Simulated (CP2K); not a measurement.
InP:

```
In P
1.0
     4.14435    0.00000    0.00000
     2.07218    3.58911    0.00000
     2.07218    1.19637    3.38385
In P
1 1
Direct
  0.00000 0.00000 0.00000
  0.75000 0.75000 0.75000
```

Base run:

* Program: CP2K 2026.2
* Functional: PBE
* Potentials or basis: GTH_POTENTIALS In GTH-PBE-q13, P GTH-PBE-q5; DZVP-MOLOPT-SR-GTH basis
* Density cutoff: 6123 eV
* k mesh: 8 × 8 × 8
* Occupations: fermi-dirac, width 0.05 eV
* Spin: no spin polarisation

Its results: band gap on the k mesh 0.68 eV, direct; pressure 3.9 GPa.

Q: The run is repeated on the same cell with these changes: potentials or basis from GTH_POTENTIALS In GTH-PBE-q13, P GTH-PBE-q5; DZVP-MOLOPT-SR-GTH basis to POTENTIAL_UZH In GTH-SCAN-q13, P GTH-SCAN-q5; DZVP-MOLOPT-SR-GTH basis; potentials from In GTH-PBE-q13 of GTH_POTENTIALS, P GTH-PBE-q5 of GTH_POTENTIALS to In GTH-SCAN-q13 of POTENTIAL_UZH, P GTH-SCAN-q5 of POTENTIAL_UZH. What comes out?

A: Band gap on the k mesh 0.96 eV, direct; pressure 4.4 GPa.

Caveats: spin-orbit coupling is left out, which moves the levels of the heavy elements; the basis of atomic orbitals isn't converged, which shifts pressures, moduli and gaps; the potentials were made for another functional, which shifts forces and pressure (some runs).

Not every run made on this cell is shown here.
